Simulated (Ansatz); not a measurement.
# The stack of blue phosphorene under 2H-MoSSe, shifted by two thirds of the diagonal under a gate, part 2 of 4

Aim: charge, voltage and capacitance of the stack of blue phosphorene under 2H-MoSSe, shifted by two thirds of the diagonal in a field-effect set-up.

Ansatz 0.2.0; plane-wave DFT, PBE-D3(BJ), Ansatz PAW (the session's first sound run).

So far. Step 2 (Relaxing the slab): The lattice constant a goes from 3.265 to 3.232 Å.

## Step 3: Gated layer, added electrons 0

The slab is cut off from its images along the normal. A charged sheet stands for each gate, the layer takes the opposite charge, and a barrier ahead of the sheet keeps electrons from leaking to it. The uncharged case sets the zero; a dense mesh is needed because few carriers fill a small part of the zone.

The cell differs from the one that the last finished run ended in (c 39.366 → 45.468 Å).

The input, input.yaml:

```yaml
crystal:
  lattice:
    - [3.2324322589, 0.0, 0.0]
    - [-1.6162161295, 2.7993684523, 0.0]
    - [0.0, 0.0, 45.4681191922]
  atoms:
    - { symbol: P, position: [0.6666666667, 0.3333333333, 0.4156758699] }
    - { symbol: P, position: [0.3333333333, 0.6666666667, 0.4431216028] }
    - { symbol: Se, position: [0.0, 0.0, 0.5132508501] }
    - { symbol: Mo, position: [0.6666666667, 0.3333333333, 0.5506881662] }
    - { symbol: S, position: [0.0, 0.0, 0.5843241301] }
  periodic: [true, true, false]
  symmetry: { detect: true }
kpoints:
  mp_grid: { grid: [66, 66, 1] }
  band_path:
    path: [[0, 0, 0], [0.5, 0, 0], [0.33333333, 0.33333333, 0], [0, 0, 0]]
    npoints: 16
hamiltonian:
  xc: pbe
  dispersion: d3bj
scf:
  occupations: { method: fermi_dirac, width: 0.05 }
  convergence: { dr2_threshold: 1.0e-10 }
output:
  forces: true
  eigenvalues: true
  dos: { projected: true, e_range: [-3, 3], de: 0.01 }
  write_potential: true
  write_density: true
  volumetric_format: npy
  elf: true
external_charges:
  - { charge: 0, barrier: 10, axis: 3, height: 29.568, sigma: 0.25 }
```

Run with:

```bash
> ansatz run input.yaml --threads 8 --pin off --max-ram 12288MiB --backend cpu --events-out ev --progress --plain --runs-dir out
```

Numbers of over 12 decimals in the logs are rounded to 6 here.

Log:

```text
[...]
Crystal: 5 atoms, lattice volume = 411.431 Å³
Basis set: ecut = 420 eV, 8203 PW (Γ), exchange–correlation on 48×48×640 points (8 copies of the dense FFT grid, shifted against one another)
Bands: 28, of which v1, the nominal top of the filled ones, is band 23 counted from 1 (22 counted from 0)
Symmetry: 6 space group operations
[...]
k-points: 397 of 4356 (time reversal used)
[...]
SCF iter   1: F=—  HF=-12842.428000 eV  |F-HF|=—  |Δ(HF+E_count)|=         —  Δρ=2.24e-3  dr2=3.16e-2  ethr=1.77e-3  ⟨swp⟩=15.2  Hψ=90709  notcnv=0
[...]
SCF iter  13: F=-12842.434247 eV  HF=-12842.434247 eV  |F-HF|=2.13e-10  |Δ(HF+E_count)|=  6.77e-10  Δρ=5.41e-8  dr2=5.61e-11  ethr=1.00e-12  ⟨swp⟩=8.8  Hψ=73346  notcnv=0
SCF 1 converged in 13 iterations: F = -12842.434247 eV  dr2 = 5.61e-11
[...]
NSCF: frozen V_eff on 49 k-points
WARN: The output density's exchange-correlation potential varies sharply where the density is thin. Do not read a vacuum level from v_tot or v_xc, or from such a field of the output density. On a cell that repeats whose density bears no net charge and no dipole along the vacuum's axis use v_es (v_loc + v_h of the components); under efield.dipole_correction with no amplitude use v_es + v_field, which holds any externa [...]
SCF converged after 13 iterations
Free energy (F): -12842.434247 eV
[...]
Internal energy: -12842.434243 eV  (E = F + TS)
E sigma→0 (E₀):  -12842.434245 eV
Entropy (-TS):   -0.000004 eV (-0.001 meV/atom)
Fermi energy:    -5.038535 eV
[...]
--- Forces (eV/Å), atoms and charges each counted from 1 ---
  atom   1  P      0.00000000     0.00000000     0.00077150
  atom   2  P      0.00000000    -0.00000000    -0.00039980
  atom   3  Se     0.00000000    -0.00000000     0.00236162
  atom   4  Mo     0.00000000    -0.00000000    -0.00302920
  atom   5  S      0.00000000    -0.00000000    -0.01913847
  external charge   1     0.00000000     0.00000000     0.01943566
  max |Σ_I F_I| component, the external charges' with the atoms': 1.30e-6 eV/Å
--- Band table (eV; the first three rows and the last of 397) ---
  k-point 0: bands = [... 19 lower, -6.4814, -6.4814, -6.4002, -5.5139, -2.7804, -2.7804, -2.5194, -2.5194, ... 1 higher]
  k-point 1: bands = [... 19 lower, -6.5197, -6.4911, -6.3881, -5.5156, -2.7874, -2.7752, -2.5298, -2.5167, ... 1 higher]
  k-point 2: bands = [... 19 lower, -6.6279, -6.5198, -6.3583, -5.5207, -2.8079, -2.7603, -2.5635, -2.5135, ... 1 higher]
  k-point 396: bands = [... 19 lower, -8.3123, -8.2391, -7.8066, -5.6221, -4.4451, -4.0148, -2.8378, -2.2452, ... 1 higher]
```

Elapsed: 2 min, on 8 threads of Arm Neoverse V1, shared host; peak memory 3.5 GiB; 16 min of CPU time.

Numbers from this step:

| Quantity | Value |
| --- | --- |
| gap along the path | 0.9525 eV |
| smallest direct gap along the path | 1.177 eV |
| gap, the smaller of path and mesh | 0.9511 eV |
| potential beyond the upper barrier and gate, less the barrier, from the Fermi level | 5.373 eV |

Running mean over a fixed 2.7 Å (it still follows the layers) of the planar mean; beyond a gate it holds the 10 eV model barrier. Electron's electrostatic potential energy less the Fermi level against z:

```
z (Å)  electron's electrostatic potential energy less the Fermi level (eV)
    4                                                                 4.70
    6                                                                 4.70
    8                                                                 4.70
   10                                                                 4.70
   12                                                                 4.70
   14                                                                 4.70
   16                                                                 4.62
   18                                                                -2.55
   20                                                                -8.85
   22                                                               -0.145
   24                                                                -9.02
   26                                                                -9.71
   28                                                                 2.52
   30                                                                 12.0
   32                                                                 15.4
   34                                                                 15.4
   36                                                                 15.4
   38                                                                 15.4
   40                                                                 15.4
```

The density of states has structure finer than the step of the table below, so its rows give means over 0.2 eV, whole bins alone (the curve runs from -3 to 2.29 eV). Peaks (eV: height): -2.28: 8.97, -2.02: 8.97, -1.18: 8.34, 1.51: 15.2, 1.68: 8.36, 2.16: 7.60, 2.22: 7.43.

Density of states against energy, zero at the Fermi level of the run, which the smearing sets inside the gap; means over each step:

| energy (eV) | density of states (states/eV a cell) |
| --- | --- |
| -2.8 | 3.30 |
| -2.6 | 2.70 |
| -2.4 | 3.95 |
| -2.2 | 5.89 |
| -2.0 | 5.65 |
| -1.8 | 2.22 |
| -1.6 | 1.76 |
| -1.4 | 2.61 |
| -1.2 | 5.55 |
| -1.0 | 3.40 |
| -0.8 | 1.78 |
| -0.6 | 0.994 |
| -0.4 | 0.0873 |
| -0.2 | 0 |
| 0.0 | 0 |
| 0.2 | 0 |
| 0.4 | 0.0785 |
| 0.6 | 1.14 |
| 0.8 | 1.19 |
| 1.0 | 1.64 |
| 1.2 | 4.20 |
| 1.4 | 2.34 |
| 1.6 | 7.17 |
| 1.8 | 4.43 |
| 2.0 | 5.48 |

Projected DOS per atom over height of the atomic layer and energy from the Fermi level. Layers: P P Se Mo S from below.

Ten even steps from '0' (0.00 states/eV) to '9' (2.74 states/eV), each cell a mean:
```
22293
11282
22291
11281
22160
11010
11000
00000
00000
00000
00000
00000
00030
00152
22374
11121
11111
22332
22644
21423
11212
22133
```
Columns: height of the atomic layer (Å) from 18.9 to 26.6 (not evenly spaced); rows upwards: energy from the Fermi level (eV) from -2.98 to 2.27.

Electronic bands along the path, in eV, zero at the Fermi level of the run, which the smearing sets inside the gap:

```csv
point,band 20,band 21,band 22,band 23,band 24,band 25,band 26,band 27
Γ,-1.44,-1.44,-1.36,-0.48,2.26,2.26,2.52,2.52
halfway,-2.29,-2.02,-1.29,-1.21,0.85,1.51,1.77,2.30
M,-3.15,-2.29,-1.33,-1.21,0.61,1.54,1.61,2.16
halfway,-2.98,-2.90,-2.36,-0.82,1.25,1.54,2.20,2.74
K,-3.27,-3.20,-2.77,-0.58,0.59,1.02,2.20,2.79
halfway,-2.38,-1.97,-1.33,-1.14,1.22,1.68,2.07,2.29
Γ,-1.44,-1.44,-1.36,-0.48,2.26,2.26,2.52,2.52
```

ELF in the ca plane at fractional y = 0.333, with atoms of P and Mo within 0.2 Å of it. It is the smooth field of the valence electrons, not physical close to the nuclei.

Ten even steps from '0' (0.00) to '9' (0.97), each cell a mean:
```
88877764320013455324542454321000000000000000
99514642100000122257674221100000000000000000
99301441000000012266475211000000000000000000
99624652100001123257764222100000000000000000
88777765420013455324432455321000000000000000
33456666651036776632224677653100000000000000
01124567762036777643235777764200000000000000
34556666651036676532224677653100000000000000
```
Columns run along c (16.0 Å, from fractional 0.39 to 0.74 of the cell), rows up along a (3.2 Å). Atoms in or near the plane, at fractional coordinates: P at (0.42, 0.67), Mo at (0.55, 0.67).

Valence density in the ca plane at fractional y = 0.333, with atoms of P and Mo within 0.2 Å of it. It is the smooth field of the valence electrons, not physical close to the nuclei.

Ten steps, logarithmic in the rise over the least value, from '0' (0.0 e/Å³) to '9' (6.5 e/Å³), each cell a mean:
```
24455443211012333456764433210000000000000000
35444432110001223479996432100000000000000000
45424432100001123589997421100000000000000000
35545532110001223479986432100000000000000000
23445443211012333456764433210000000000000000
12334444321113444433334444310000000000000000
11223444321123454433334444320000000000000000
12334443321113444433434444310000000000000000
```
Columns run along c (16.0 Å, from fractional 0.39 to 0.74 of the cell), rows up along a (3.2 Å). Atoms in or near the plane, at fractional coordinates: P at (0.42, 0.67), Mo at (0.55, 0.67).

Electrostatic potential energy in the ca plane at fractional y = 0.333, with atoms of P and Mo within 0.2 Å of it. With pseudopotentials it is smooth inside the atoms' cores, unlike the true potential.

Values in eV, 5 rows by 16 columns, each cell a mean:
```
  0  -3 -30 -21  -5  -1  -3  -6 -34 -35  -5  -1   0   5  10  10
  0  -4 -55 -40  -4  -1  -2  -6 -54 -55  -5   0   0   5  10  10
  0  -3 -31 -22  -5  -1  -2  -6 -35 -36  -5  -1   0   5  10  10
  0  -1  -6 -10  -9  -2  -6 -12  -8  -8  -9  -2   0   5  10  10
  0  -1  -5  -9  -9  -2  -6 -13  -7  -7 -10  -2   0   5  10  10
```
Columns run along c (16.0 Å, from fractional 0.36 to 0.71 of the cell; values clipped at the 3rd and 97th percentile), rows up along a (3.2 Å). Atoms in or near the plane, at fractional coordinates: P at (0.42, 0.67), Mo at (0.55, 0.67).

The gap, the smaller of path and mesh, is 0.951 eV.

## Step 4: Gated layer, added electrons 3×10¹³ per cm²

input.yaml, the sections that differ from step 3:

```yaml
total_charge: -0.027146
kpoints:
  mp_grid: { grid: [66, 66, 1] }
output:
  forces: true
  eigenvalues: true
  write_potential: true
  write_density: true
  volumetric_format: npy
external_charges:
  - { charge: 0, barrier: 10, axis: 3, height: 29.568, sigma: 0.25 }
  - { charge: 0.027146, axis: 3, height: 31.068, sigma: 0.5 }
# crystal, hamiltonian, scf: as in step 3
```

Log:

```text
[...]
Crystal: 5 atoms, lattice volume = 411.431 Å³
Basis set: ecut = 420 eV, 8203 PW (Γ), exchange–correlation on 48×48×640 points (8 copies of the dense FFT grid, shifted against one another)
Bands: 29, of which v1, the nominal top of the filled ones, is band 23 counted from 1 (22 counted from 0)
Symmetry: 6 space group operations
[...]
k-points: 397 of 4356 (time reversal used)
[...]
SCF iter   1: F=—  HF=-12843.873598 eV  |F-HF|=—  |Δ(HF+E_count)|=         —  Δρ=3.18e-2  dr2=6.02e0  ethr=3.10e-3  ⟨swp⟩=17.1  Hψ=96793  notcnv=0
[...]
SCF iter  16: F=-12842.540496 eV  HF=-12842.540496 eV  |F-HF|=3.49e-10  |Δ(HF+E_count)|=  3.44e-10  Δρ=6.54e-8  dr2=2.07e-11  ethr=1.00e-12  ⟨swp⟩=14.6  Hψ=89817  notcnv=0
SCF 1 converged in 16 iterations: F = -12842.540496 eV  dr2 = 2.07e-11
[...]
SCF converged after 16 iterations
Free energy (F): -12842.540496 eV
[...]
Internal energy: -12842.536784 eV  (E = F + TS)
E sigma→0 (E₀):  -12842.538640 eV
Entropy (-TS):   -0.003712 eV (-0.742 meV/atom)
Fermi energy:    -3.471343 eV
[...]
--- Forces (eV/Å), atoms and charges each counted from 1 ---
  atom   1  P      0.00000000     0.00000000     0.05965706
  atom   2  P     -0.00000000    -0.00000000    -0.05663171
  atom   3  Se     0.00000000    -0.00000000    -0.03180456
  atom   4  Mo     0.00000000     0.00000000     0.04751339
  atom   5  S     -0.00000000    -0.00000000    -0.03554225
  external charge   1     0.00000000     0.00000000     0.02417441
  external charge   2     0.00000000     0.00000000    -0.00736465
  max |Σ_I F_I| component, the external charges' with the atoms': 1.69e-6 eV/Å
--- Band table (eV; the first three rows and the last of 397) ---
  k-point 0: bands = [... 19 lower, -5.4657, -5.3342, -5.3342, -4.6956, -2.0075, -2.0075, -1.6649, -1.6649, ... 2 higher]
  k-point 1: bands = [... 19 lower, -5.4593, -5.3706, -5.3439, -4.6970, -2.0145, -2.0028, -1.6795, -1.6681, ... 2 higher]
  k-point 2: bands = [... 19 lower, -5.4849, -5.4326, -5.3726, -4.7015, -2.0346, -1.9892, -1.7220, -1.6777, ... 2 higher]
  k-point 396: bands = [... 19 lower, -7.2101, -7.1279, -7.0319, -4.8260, -3.3383, -3.2210, -2.0408, -1.4452, ... 2 higher]
```

Run time: 2.1 min. Hardware: 8 threads; peak memory 3.5 GiB.

This step gave:

| Item | Value |
| --- | --- |
| energy at zero smearing | -12842.5386 eV |
| potential beyond the upper barrier and gate, less the barrier, from the Fermi level | 2.673 eV |

Force by atom:

| atom | x (eV/Å) | y (eV/Å) | z (eV/Å) | size |
| --- | --- | --- | --- | --- |
| P1 | 0.0000 | 0.0000 | 0.0597 | 0.0597 |
| P2 | 0.0000 | 0.0000 | -0.0566 | 0.0566 |
| Se3 | 0.0000 | 0.0000 | -0.0318 | 0.0318 |
| Mo4 | 0.0000 | 0.0000 | 0.0475 | 0.0475 |
| S5 | 0.0000 | 0.0000 | -0.0355 | 0.0355 |

Against the uncharged case this takes +2.70 V.

## Step 5: Gated layer, added electrons -3×10¹³ per cm²

input.yaml: that of step 4 with these lines changed.

```diff
@@ -13,3 +13,3 @@
   symmetry: { detect: true }
-total_charge: -0.027146
+total_charge: 0.027146
 kpoints:
@@ -30,2 +30,2 @@
   - { charge: 0, barrier: 10, axis: 3, height: 29.568, sigma: 0.25 }
-  - { charge: 0.027146, axis: 3, height: 31.068, sigma: 0.5 }
+  - { charge: -0.027146, axis: 3, height: 31.068, sigma: 0.5 }
```

Log:

```text
[...]
Crystal: 5 atoms, lattice volume = 411.431 Å³
Basis set: ecut = 420 eV, 8203 PW (Γ), exchange–correlation on 48×48×640 points (8 copies of the dense FFT grid, shifted against one another)
Bands: 28, of which v1, the nominal top of the filled ones, is band 23 counted from 1 (22 counted from 0)
Symmetry: 6 space group operations
[...]
k-points: 397 of 4356 (time reversal used)
[...]
--- Band table (eV; the first three rows and the last of 397) ---
  k-point 0: bands = [... 19 lower, -7.4546, -7.4546, -7.3304, -6.4302, -3.7052, -3.7052, -3.4737, -3.4737, ... 1 higher]
  k-point 1: bands = [... 19 lower, -7.4927, -7.4643, -7.3184, -6.4319, -3.7123, -3.6998, -3.4828, -3.4690, ... 1 higher]
  k-point 2: bands = [... 19 lower, -7.6010, -7.4930, -7.2881, -6.4373, -3.7333, -3.6841, -3.5134, -3.4611, ... 1 higher]
  k-point 396: bands = [... 19 lower, -9.2830, -9.2059, -8.7155, -6.5594, -5.4159, -4.9589, -3.7620, -3.1758, ... 1 higher]
[key lines of the parts left out:]
SCF converged after 14 iterations
Free energy (F): -12842.253618 eV
Fermi energy:    -6.427287 eV
```

It took 2 min on 8 threads; peak memory 3.5 GiB; 16 min of CPU time.

Against the uncharged case this takes -2.37 V.

## Step 6: Gated layer, added electrons 8×10¹³ per cm²

input.yaml: that of step 5 with these lines changed.

```diff
@@ -13,3 +13,3 @@
   symmetry: { detect: true }
-total_charge: 0.027146
+total_charge: -0.07239
 kpoints:
@@ -30,2 +30,2 @@
   - { charge: 0, barrier: 10, axis: 3, height: 29.568, sigma: 0.25 }
-  - { charge: -0.027146, axis: 3, height: 31.068, sigma: 0.5 }
+  - { charge: 0.07239, axis: 3, height: 31.068, sigma: 0.5 }
```

Log:

```text
[...]
Crystal: 5 atoms, lattice volume = 411.431 Å³
Basis set: ecut = 420 eV, 8203 PW (Γ), exchange–correlation on 48×48×640 points (8 copies of the dense FFT grid, shifted against one another)
Bands: 29, of which v1, the nominal top of the filled ones, is band 23 counted from 1 (22 counted from 0)
Symmetry: 6 space group operations
[...]
k-points: 397 of 4356 (time reversal used)
[...]
--- Band table (eV; the first three rows and the last of 397) ---
  k-point 0: bands = [... 19 lower, -3.9689, -3.6296, -3.6296, -3.2085, -0.5936, -0.5936, -0.1972, -0.1972, ... 2 higher]
  k-point 1: bands = [... 19 lower, -3.9638, -3.6669, -3.6393, -3.2093, -0.6008, -0.5893, -0.2124, -0.2003, ... 2 higher]
  k-point 2: bands = [... 19 lower, -3.9494, -3.7744, -3.6680, -3.2121, -0.6216, -0.5770, -0.2566, -0.2093, ... 2 higher]
  k-point 396: bands = [... 19 lower, -5.6196, -5.5346, -5.4387, -3.3726, -1.7628, -1.6629, -0.6104, 0.0017, ... 2 higher]
[key lines of the parts left out:]
SCF converged after 15 iterations
Free energy (F): -12842.595398 eV
Fermi energy:    -1.771931 eV
```

Wall time 2.2 min (8 threads); peak memory 3.5 GiB.

Against the uncharged case this takes +6.09 V.

## Step 7: Gated layer, added electrons -8×10¹³ per cm²

input.yaml: that of step 6 with these lines changed.

```diff
@@ -13,3 +13,3 @@
   symmetry: { detect: true }
-total_charge: -0.07239
+total_charge: 0.07239
 kpoints:
@@ -30,2 +30,2 @@
   - { charge: 0, barrier: 10, axis: 3, height: 29.568, sigma: 0.25 }
-  - { charge: 0.07239, axis: 3, height: 31.068, sigma: 0.5 }
+  - { charge: -0.07239, axis: 3, height: 31.068, sigma: 0.5 }
```

Log:

```text
[...]
Crystal: 5 atoms, lattice volume = 411.431 Å³
Basis set: ecut = 420 eV, 8203 PW (Γ), exchange–correlation on 48×48×640 points (8 copies of the dense FFT grid, shifted against one another)
Bands: 28, of which v1, the nominal top of the filled ones, is band 23 counted from 1 (22 counted from 0)
Symmetry: 6 space group operations
[...]
k-points: 397 of 4356 (time reversal used)
[...]
--- Band table (eV; the first three rows and the last of 397) ---
  k-point 0: bands = [... 19 lower, -9.0800, -9.0800, -8.9024, -7.9825, -5.2825, -5.2825, -5.0827, -5.0827, ... 1 higher]
  k-point 1: bands = [... 19 lower, -9.1179, -9.0897, -8.8908, -7.9843, -5.2900, -5.2769, -5.0904, -5.0761, ... 1 higher]
  k-point 2: bands = [... 19 lower, -9.2263, -9.1184, -8.8611, -7.9900, -5.3119, -5.2602, -5.1180, -5.0627, ... 1 higher]
  k-point 396: bands = [... 19 lower, -10.9061, -10.8210, -10.2601, -8.1529, -7.0392, -6.5638, -5.3332, -4.7580, ... 1 higher]
[key lines of the parts left out:]
SCF converged after 13 iterations
Free energy (F): -12841.842132 eV
Fermi energy:    -8.070013 eV
```

Elapsed: 2 min, on 8 threads; peak memory 3.5 GiB; 16 min of CPU time.

Against the uncharged case this takes -5.64 V.

(Part 2 of 4 ends here.)

[Logs are printed without paths, hosts, clocks, repeated set-up lines and the standing remarks that a program may print on its own settings, such as how far it seeks lower states.]

[Hosts, paths, dates, database ids (printed as entryN), source tags and the programs' standing remarks are cut or masked in the printed files.]

[Maps of the electrostatic potential energy from Ansatz leave out the sawtooth potential of an applied field or a dipole correction, so their vacuum need not be flat; planar profiles and work functions include it.]
